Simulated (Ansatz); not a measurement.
**SnSe2: how the settings move a single-point run**

Question: which choices in the input matter for SnSe2? The cell is built on a prototype (CdCl2 type) and needn't be the phase found in nature.

Computed with Ansatz 0.2.0 (reference: DFT, PBE, plane waves, PAW, unless a step's input says otherwise).

5 further runs of the same task are left out: 5 that didn't finish.

## (1) The starting structure

It takes space group R-3m (No. 166, trigonal). Conventional cell: a = 3.825 Å, b = 3.825 Å, c = 19.005 Å, α = 90.00°, β = 90.00°, γ = 120.00°. Sn (site symmetry -3m) has 6 Se at 2.71 Å as nearest neighbours. Se (site symmetry 3m) is surrounded by 3 Sn at 2.71 Å.

Coordinates:

```cif
data_structure
_symmetry_space_group_name_H-M 'R-3m:H'
_symmetry_Int_Tables_number 166
_cell_length_a 3.8246
_cell_length_b 3.8246
_cell_length_c 19.0053
_cell_angle_alpha 90.000
_cell_angle_beta 90.000
_cell_angle_gamma 120.000
_cell_volume 240.75
loop_
_atom_site_label
_atom_site_type_symbol
_atom_site_symmetry_multiplicity
_atom_site_Wyckoff_symbol
_atom_site_fract_x
_atom_site_fract_y
_atom_site_fract_z
_atom_site_occupancy
Sn1 Sn 3 a 0.00000 0.00000 0.00000 1
Se1 Se 6 c 0.33333 0.66667 0.91722 1
```

## (2) Baseline

Input file input.yaml:

```yaml
crystal:
  lattice:
    - [1.912291613, 1.1040620775, 6.3350942195]
    - [-1.912291613, 1.1040620775, 6.3350942195]
    - [0.0, -2.208124155, 6.3350942195]
  atoms:
    - { symbol: Sn, position: [0.0, 0.0, 0.0] }
    - { symbol: Se, position: [0.2505568964, 0.2505568964, 0.2505568964] }
    - { symbol: Se, position: [0.7494431036, 0.7494431036, 0.7494431036] }
kpoints:
  mp_grid: { grid: [6, 6, 6] }
hamiltonian:
  xc: pbe
scf:
  occupations: { method: fixed }
  n_extra_bands: 4
output:
  forces: true
  stress: true
  eigenvalues: true
```

Command:

```sh
ansatz run input.yaml --threads 4 --pin off --max-ram 3686MiB --backend cpu --events-out ev --progress --plain --runs-dir out
```

Excerpt of the output:

```text
[...]
Basis set: ecut = 420 eV, 1545 PW (Γ), FFT grids on a1−a3, a2−a3, a3, exchange–correlation on 54×54×90 points (8 copies of the dense FFT grid, shifted against one another)
[...]
k-points: 32 of 216
[...]
SCF iter   1: F=—  HF=-16963.325348 eV  |F-HF|=—  |Δ(HF+E_count)|=         —  Δρ=1.45e-3  dr2=1.64e-3  ethr=1.77e-3  ⟨swp⟩=5.0  Hψ=3175  notcnv=0  defer=62
preconditioner: auto → Resta (q_TF=auto, 2.487 Å⁻¹)  ε∞=2.8  [insulator: Δε(μ)=0.321 eV  Ē_g=15.584 eV  n_scr=22 (ndim 8)  ℏωp=21.1 eV  f_vac=0.094  ε∞_Penn≈2.8]
SCF iter   2: F=—  HF=-16963.324441 eV  |F-HF|=—  |Δ(HF+E_count)|=   9.07e-4  Δρ=7.10e-4  dr2=3.38e-4  ethr=3.57e-6  ⟨swp⟩=2.1  Hψ=1923  notcnv=0  defer=64
[...]
SCF iter   5: F=—  HF=-16963.324551 eV  |F-HF|=—  |Δ(HF+E_count)|=   4.22e-6  Δρ=2.13e-5  dr2=7.17e-7  ethr=1.59e-8  ⟨swp⟩=2.4  Hψ=1181  notcnv=0  defer=5
SCF iter   6: F=-16963.324552 eV  HF=-16963.324552 eV  |F-HF|=1.56e-7  |Δ(HF+E_count)|=   6.69e-7  Δρ=8.72e-6  dr2=9.28e-8  ethr=2.17e-10  ⟨swp⟩=5.8  Hψ=4701  notcnv=0
[...]
SCF converged after 6 iterations
Free energy (F): -16963.324552 eV
[...]
E sigma→0 (E₀):  -16963.324552 eV
Fermi energy:    7.578813 eV
[...]
  P = ⅓ Tr σ = 2.9060 GPa (29.060 kbar)
[...]
```

Run time: 2.4 s. Hardware: 4 threads of an x86-64 CPU, shared host; peak memory 0.44 GiB.

## (3) Changed: xc mr2scan

Edit input.yaml of step 2 so:

```diff
@@ -12,3 +12,3 @@
 hamiltonian:
-  xc: pbe
+  xc: mr2scan
 scf:
```

Command:

```sh
ansatz run input.yaml --threads 4 --pin off --max-ram 3686MiB --backend cpu --events-out ev --progress --plain --runs-dir out
```

Output, shortened:

```text
Warning: RAYON_NUM_THREADS=4 ignored (pool sized by the plan → 4); use --threads N
[...]
scf.n_extra_bands = 4 over 23 filled bands (N_el = 46.0): the run solves 27 bands
[...]
Pseudopotentials: kind: paw
Pseudopotential: Sn, paw, valence charge 14, recommended cutoff 500 eV (meta_gga), Sn.paw.azcp
Pseudopotential: Se, paw, valence charge 16, recommended cutoff 500 eV (meta_gga), Se.paw.azcp
Functional definition: m-r2SCAN
[...]
Crystal: 3 atoms, lattice volume = 80.251 Å³
Basis set: ecut = 500 eV, 2015 PW (Γ), FFT grids on a1−a3, a2−a3, a3, exchange–correlation on 120×120×200 points (64 copies of the dense FFT grid, shifted against one another)
Bands: 27, of which v1, the nominal top of the filled ones, is band 23 counted from 1 (22 counted from 0)
Symmetry: 12 space group operations
Space group: R-3m (ITA 166), of the structure as read, at distance tolerance 4.3e-5 Å
k-points: 32 of 216
[...]
SCF iter   1: F=—  HF=-16996.126295 eV  |F-HF|=—  |Δ(HF+E_count)|=         —  Δρ=6.38e-3  dr2=4.86e-2  dr2_τ=7.17e-3  ethr=1.77e-3  ⟨swp⟩=5.0  Hψ=3174  notcnv=0  defer=62
[...]
SCF iter   6: F=-16996.142235 eV  HF=-16996.142235 eV  |F-HF|=3.17e-8  |Δ(HF+E_count)|=   1.50e-6  Δρ=7.98e-6  dr2=5.94e-8  dr2_τ=6.76e-10  ethr=2.17e-10  ⟨swp⟩=6.0  Hψ=4586  notcnv=0
[...]
SCF converged after 6 iterations
Free energy (F): -16996.142235 eV
[...]
E sigma→0 (E₀):  -16996.142235 eV
Fermi energy:    7.278737 eV
[...]
--- Forces (eV/Å), atoms counted from 1 ---
  atom   1  Sn    -0.00000000     0.00000000    -0.00000000
  atom   2  Se     0.00000000     0.00000000     0.03342943
  atom   3  Se    -0.00000000    -0.00000000    -0.03342943
[...]
--- Stress (GPa, compression-positive) ---
        0.985301       0.000000       0.000000
       -0.000000       0.985301       0.000000
        0.000000       0.000000       0.830018
  P = ⅓ Tr σ = 0.9335 GPa (9.335 kbar)
--- Band table (eV; the first three rows and the last of 32) ---
  k-point 0: bands = ["-40.2311", "-40.2311", "-40.2310", "-40.2310", "-40.2013", "-40.2013", "-40.2008", "-40.2008", "-40.1883", "-40.1881", "-14.6763", "-14.6763", "-14.6335", "-14.6231", "-14.6231", "-6.9776", "-5.3237", "1.1796", "6.7021", "6.7021", "6.9844", "6.9844", "7.0415", [...]
[...]
```

Wall time 5 s (4 threads of an x86-64 CPU, shared host); peak memory 0.64 GiB.

Total energies don't compare across a change of functional; the pressure goes from 2.9 to 0.9 GPa, the gap on the mesh goes from 0.31 to 0.58 eV and the largest force goes from 0.24 to 0.03 eV/Å. At this fixed cell a lower pressure means that this functional prefers a smaller volume than the reference. Meta-GGAs of this kind usually give somewhat wider gaps than GGAs. Cost: 5 s against 2.4 s.

## (4) Changed: xc pbesol

Edit input.yaml of step 2 so:

```diff
@@ -12,3 +12,3 @@
 hamiltonian:
-  xc: pbe
+  xc: pbesol
 scf:
```

Command:

```sh
ansatz run input.yaml --threads 4 --pin off --max-ram 3686MiB --backend cpu --events-out ev --progress --plain --runs-dir out
```

Output, shortened:

```text
Warning: RAYON_NUM_THREADS=4 ignored (pool sized by the plan → 4); use --threads N
[...]
scf.n_extra_bands = 4 over 23 filled bands (N_el = 46.0): the run solves 27 bands
[...]
Pseudopotentials: kind: paw
Pseudopotential: Sn, paw, valence charge 14, recommended cutoff 420 eV (normal), Sn.paw.azcp
Pseudopotential: Se, paw, valence charge 16, recommended cutoff 420 eV (normal), Se.paw.azcp
Functional definition: PBEsol
[...]
Crystal: 3 atoms, lattice volume = 80.251 Å³
Basis set: ecut = 420 eV, 1545 PW (Γ), FFT grids on a1−a3, a2−a3, a3, exchange–correlation on 54×54×90 points (8 copies of the dense FFT grid, shifted against one another)
Bands: 27, of which v1, the nominal top of the filled ones, is band 23 counted from 1 (22 counted from 0)
Symmetry: 12 space group operations
Space group: R-3m (ITA 166), of the structure as read, at distance tolerance 4.3e-5 Å
k-points: 32 of 216
[...]
SCF iter   1: F=—  HF=-16799.185239 eV  |F-HF|=—  |Δ(HF+E_count)|=         —  Δρ=2.13e-3  dr2=4.05e-3  ethr=1.77e-3  ⟨swp⟩=5.0  Hψ=3165  notcnv=0  defer=62
[...]
SCF iter   6: F=-16799.182150 eV  HF=-16799.182150 eV  |F-HF|=5.70e-8  |Δ(HF+E_count)|=   2.00e-7  Δρ=8.15e-6  dr2=4.41e-8  ethr=2.17e-10  ⟨swp⟩=7.6  Hψ=4439  notcnv=0
[...]
SCF converged after 6 iterations
Free energy (F): -16799.182150 eV
[...]
E sigma→0 (E₀):  -16799.182150 eV
Fermi energy:    7.467207 eV
[...]
--- Forces (eV/Å), atoms counted from 1 ---
  atom   1  Sn    -0.00000000     0.00000000     0.00000000
  atom   2  Se     0.00000000     0.00000000    -0.04563479
  atom   3  Se     0.00000000    -0.00000000     0.04563479
[...]
--- Stress (GPa, compression-positive) ---
       -0.048385       0.000000       0.000000
       -0.000000      -0.048385       0.000000
        0.000000       0.000000       0.382309
  P = ⅓ Tr σ = 0.0952 GPa (0.952 kbar)
--- Band table (eV; the first three rows and the last of 32) ---
[... band rows left out ...]
[...]
```

It took 2.3 s on 4 threads of an x86-64 CPU, shared host; peak memory 0.43 GiB.

Total energies don't compare across a change of functional; the pressure goes from 2.9 to 0.1 GPa, the gap on the mesh goes from 0.31 to 0.23 eV and the largest force goes from 0.24 to 0.05 eV/Å. At this fixed cell a lower pressure means that this functional prefers a smaller volume than the reference.

## (5) Comparison

```csv
run,ending,energy change,pressure (GPa),gap (eV),force (eV/Å),cycles,time
reference,converged,-,2.9,0.31,0.24,6,2.4 s
1: xc mr2scan,converged,not comparable,0.9,0.58,0.03,6,5 s
2: xc pbesol,converged,not comparable,0.1,0.23,0.05,6,2.3 s
```

Residual by cycle in the longest SCF loop of each run; runs are numbered as in the table. The quantity is the density residual dr2, in eV.

```csv
cycle,reference,run 1,run 2
1,0.00164,0.0486,0.00405
2,3.4e-4,0.00527,7.5e-4
3,5.8e-5,7.1e-4,6.9e-5
4,7.3e-6,2.2e-5,1.1e-5
5,7.2e-7,2.1e-6,5.4e-7
6,9.3e-8,5.9e-8,4.4e-8
```

**Reading.** The pressure spans 0.1 to 2.9 GPa over the reference and the converged variants. The gap spans 0.23 to 0.58 eV over the reference and the converged variants. Of the variants the dearest is «xc mr2scan» (5 s), the cheapest «xc pbesol» (2.3 s), on a shared host.
